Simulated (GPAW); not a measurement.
Runs of GPAW 26.7.0 on SrVO3. Symmetry: Pm-3m, No. 221, cubic system. The conventional cell has a = 3.841 Å, b = 3.841 Å, c = 3.841 Å, α = 90.00°, β = 90.00°, γ = 90.00°. Sr (site symmetry m-3m) has 12 O at 2.72 Å as nearest neighbours. Around V (site symmetry m-3m) lie 6 O at 1.92 Å. O (site symmetry 4/mmm) is surrounded by 2 V at 1.92 Å. 

| task | level | potentials or basis | spin | k mesh | cutoff (eV) | maxiter | band path | band points | convergence | spin axis theta (degrees) | grid spacing | pressure (GPa) | moment (μB) | V0 of scaled cells (Å³/atom) | B0 (GPa) |
| --- | --- | --- | --- | --- | --- | --- | --- | --- | --- | --- | --- | --- | --- | --- | --- |
| equation of state | PBE | PAW data sets generated in the run's folder for this functional, pw | collinear, ferromagnetic start | 5 × 5 × 5 | 800 | 150 | - | - | - | - | - | - | - | 11.66 | 176 |
| band structure | PBE | GPAW PAW data sets (gpaw-data 1.2.1), fd | collinear, ferromagnetic start | 5 × 5 × 5 | - | 150 | GXMGRX,MR | 80 | - | - | 0.2 Å | - | 0.76 | - | - |
| single point | PBE | GPAW PAW data sets (gpaw-data 1.2.1), pw | collinear, ferromagnetic start | 6 × 6 × 6 | 600 | 120 | - | - | default | - | - | 0.0 | (b) | - | - |
| band structure | vdW-DF2 | GPAW PAW data sets (gpaw-data 1.2.1), pw | collinear, ferromagnetic start, SOC | 5 × 5 × 5 | 800 | 150 | GXMGRX,MR | 100 | - | 90 | - | - | 0.76 | - | - |
| equation of state | PBE+D4 | GPAW PAW data sets (gpaw-data 1.2.1), pw | collinear, ferromagnetic start | 5 × 5 × 5 | 800 | 150 | - | - | - | - | - | - | - | 11.47 | (a) |
| band structure | AM05 | PAW data sets generated in the run's folder for this functional, pw | collinear, ferromagnetic start, SOC | 5 × 5 × 5 | 800 | 150 | GXMGRX,MR | 60 | - | 90 | - | -1.0 | 0.75 | - | - |

Alike in all rows: cell as given; smearing fermi-dirac 0.05 eV.

Q: Estimate the missing entries.

A: (a) 182; (b) 0.48.

Caveats: spin-orbit coupling was added after a scalar SCF, so levels and gaps hold it while energy, forces, pressure and moments don't (some runs); the cutoff is short for stress and forces, so pressures can be off by a GPa or more (some runs); the PAW data sets were made with another functional, which shifts forces and pressure a little (some runs).

Not every run made on this cell is shown here.
